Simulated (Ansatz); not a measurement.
HfN in Ansatz: the effect of functional

Crystal: HfN.

```
CELL_PARAMETERS angstrom
0.00000 2.25600 2.25600
2.25600 0.00000 2.25600
2.25600 2.25600 0.00000
ATOMIC_POSITIONS crystal
Hf 0.00000 0.00000 0.00000
N 0.50000 0.50000 0.50000
```

Alike in all runs:

```yaml
Program: Ansatz 0.2.0
Task: projected density of states
Potentials_or_basis: Ansatz PAW
k_mesh: 6 × 6 × 6
Occupations: fermi-dirac, width 0.05 eV
Spin: no spin polarisation
```

| functional | cutoff | pressure (GPa) |
| --- | --- | --- |
| LDA | 420 eV (not typed: the program's choice for these potentials) | -8.4 |
| PBE | 420 eV (not typed: the program's choice for these potentials) | 6.4 |
| PBEsol | 420 eV (not typed: the program's choice for these potentials) | -2.1 |
| RPBE | 420 eV (not typed: the program's choice for these potentials) | ? |
| revPBE | 420 eV (not typed: the program's choice for these potentials) | 9.8 |
| BLYP | 420 eV (not typed: the program's choice for these potentials) | 15.2 |
| r2SCAN | 500 eV (not typed: the program's choice for these potentials) | 2.4 |
| HSE06 | 420 eV (not typed: the program's choice for these potentials) | 1.5 |
| PBE0 | 420 eV (not typed: the program's choice for these potentials) | 1.6 |
| r2SCAN0 | 500 eV (not typed: the program's choice for these potentials) | -0.2 |

**Question.** What does the run with functional RPBE give?

**Answer.** Pressure 11.1 GPa.

Caveats: all runs use coarse meshes; the PAW data sets come from PBE, with cores solved anew for the run's functional, which leaves a small shift of forces and pressure (some runs); the thresholds are loose for stress (some runs).
